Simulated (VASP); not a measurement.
# AlCu: single point with PBEsol

AlCu:

```
Cu Al
1.0
     2.99751    0.00000    0.00000
     0.00000    2.99751    0.00000
     0.00000    0.00000    2.99751
Cu Al
1 1
Cartesian
  1.5183 1.4770 1.4714
  0.0156 -0.0350 -0.0169
```

The cell comes from a database or a generator and needn't be the stable form of this composition.

The cell isn't the ideal one: atoms moved at random, drawn with an rms of 0.05 Å.

```json
{
  "Program": "VASP 6.6.1",
  "Task": "single point",
  "Functional": "PBEsol",
  "Potentials or basis": "VASP PAW PBE potentials, release 64 (Cu, Al)",
  "Cutoff": "520 eV",
  "k mesh": "9 × 9 × 9",
  "Occupations": "fermi-dirac, width 0.05 eV",
  "Spin": "no spin polarisation"
}
```

```
Pressure               : -4.3 GPa
Largest force          : 0.065 eV/Å
Band gap on the k mesh : none (metal or under the smearing width)
```

Forces in eV/Å, atoms in the order of the input:
```
Cu  -0.014 -0.050  0.039
Al   0.014  0.050 -0.039
```

Levels at points of the mesh, in eV from the Fermi level:
```csv
k point,band 4,band 5,band 6,band 7,band 8,band 9,band 10,band 11
"(0.00, 0.00, 0.00)",-3.80,-3.80,-3.80,3.91,3.91,3.91,6.40,6.40
```

Run time: 2.6 min on 1 thread of AMD EPYC 7R43 64-Core Processor (Zen 3) (shared host), peak memory 0.21 GiB.

Caveat: the PAW data sets were made with another functional, which shifts forces and pressure a little.
